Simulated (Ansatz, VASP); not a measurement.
## CdS in VASP and in Ansatz

File INCAR:

```
PREC = Accurate ; ENCUT = 520
EDIFF = 1E-8 ; ISMEAR = -1
SIGMA = 0.02 ; LREAL = F
LASPH = T ; NELM = 80
ALGO = Normal ; ISIF = 2
LWAVE = F ; LCHARG = F
GGA = PE ; LEFG = T
NBANDS = 16
```

The input KPOINTS:

```
regular mesh
0
Gamma
  7 7 7
```

POSCAR

```
CdS
1.0
    0.0000000000      2.9723829996      2.9429534649
    2.9723829996      0.0000000000      2.9429534649
    2.9723829996      2.9723829996      0.0000000000
Cd S
1 1
Direct
    0.0000000000      0.0000000000      0.0000000000
    0.7500000000      0.7500000000      0.7500000000
```

Input for Ansatz:

```yaml
crystal:
  lattice:
    - [0.0, 2.9723829996, 2.9429534649]
    - [2.9723829996, 0.0, 2.9429534649]
    - [2.9723829996, 2.9723829996, 0.0]
  atoms:
    - { symbol: Cd, position: [0.0, 0.0, 0.0] }
    - { symbol: S, position: [0.75, 0.75, 0.75] }
kpoints:
  mp_grid: { grid: [7, 7, 7] }
scf:
  occupations: { method: fermi_dirac, width: 0.02 }
hamiltonian:
  xc: pbe
  pseudopotentials: { kind: paw }
output:
  forces: true
  stress: true
  eigenvalues: true
  efg: { contact_densities: true }
  write_density: true
  write_potential: true
  elf: true
  volumetric_format: npy
```

Change from the starting cell: equal xx and yy strain of +1 %, PAW files.

Alike in both runs: task electric field gradients; functional PBE; k mesh 7 × 7 × 7; occupations fermi-dirac, width 0.02 eV; no spin polarisation.

```csv
,VASP,Ansatz
version,VASP 6.6.1,Ansatz 0.2.0
potentials or method,"VASP PAW PBE potentials, release 64 (Cd, S)","PAW with Ansatz's default frozen-core files, scalar-relativistic"
plane-wave cutoff (eV),520,420
valence electrons in the cell,18,26
```

```csv
,VASP,Ansatz,Ansatz less VASP
gap on the k mesh at the Fermi level (eV),1.03,1.02,-0.002
pressure (GPa),0.3,0.0,-0.29
largest component of the traceless stress (GPa),0.13,0.13,+0.002
Vzz of the field gradient on the site that differs most (V/Å²),3.0,3.2,+0.22
```

The two sets of potentials don't hold the same shells in valence. Ansatz warned: «gradients_without_spin_orbit».
